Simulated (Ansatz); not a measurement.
# BeS: the cell at several levels of theory

The task here is to estimate one member of a computed series from the others.

The COD entry's cell or inner coordinates are ideal or old and differ from later refinements, so a difference from it is no clean test against experiment.

Code: Ansatz 0.2.0. PAW datasets, plane waves, zero pressure. Calculated at 0 K for a non-magnetic cell.

## Starting point

The symmetry is F-43m (No. 216, cubic); conventional cell a = 4.850 Å, 14.26 Å³ an atom. Be has 4 S at 2.10 Å; S has 4 Be at 2.10 Å.

Coordinates:

```cif
data_structure
_symmetry_space_group_name_H-M 'P 1'
_symmetry_Int_Tables_number 1
_cell_length_a 3.4295
_cell_length_b 3.4295
_cell_length_c 3.4295
_cell_angle_alpha 60.000
_cell_angle_beta 60.000
_cell_angle_gamma 60.000
_cell_volume 28.52
loop_
_atom_site_label
_atom_site_type_symbol
_atom_site_fract_x
_atom_site_fract_y
_atom_site_fract_z
_atom_site_occupancy
Be1 Be 0.00000 0.00000 0.00000 1
S1 S 0.25000 0.25000 0.25000 1
```

The first run:

Input file input.yaml:

```yaml
crystal:
  lattice:
    - [0.0, 2.425, 2.425]
    - [2.425, 0.0, 2.425]
    - [2.425, 2.425, 0.0]
  atoms:
    - { symbol: Be, position: [0.0, 0.0, 0.0] }
    - { symbol: S, position: [0.25, 0.25, 0.25] }
kpoints:
  mp_grid: { grid: [8, 8, 8] }
hamiltonian:
  xc: pbe
scf:
  occupations: { method: fermi_dirac, width: 0.02 }
relax:
  f_tol: 0.005
  cell: {}
output:
  write_density: true
  write_potential: true
  elf: true
  volumetric_format: npy
```

Command:

```bash
> ansatz run input.yaml --threads 2 --pin off --max-ram 2211MiB --backend cpu --events-out ev --progress --plain --runs-dir out
```

Among the steps run: PBE: cell and atoms; Relaxation with r2SCAN; PBEsol: cell and atoms; Relaxing with LDA; Relaxing with HSE06.

One of the session's tables, all rows but one given; the rest of the session is left out.

It belongs to the step «The cells side by side». 

```
 level  a (Å)  volume (Å³/atom)
   PBE  4.876            14.490
r2SCAN  4.869            14.425
PBEsol      ?                 ?
   LDA  4.796            13.793
 HSE06  4.853            14.290
```

Estimate the missing values for PBEsol.

As computed: a (Å): 4.838; volume (Å³/atom): 14.151. In the column «a (Å)» it lies between LDA (4.796) and HSE06 (4.853).

In words: The first relaxation changed the volume by +1.6 % from the start. The volume runs from LDA (least) to PBE (most), a spread of 5.0 %, or 1.7 % in length if all axes shared it alike. The meshes differ: PBE 8×8×8, r2SCAN 8×8×8, PBEsol 8×8×8, LDA 8×8×8, HSE06 6×6×6.
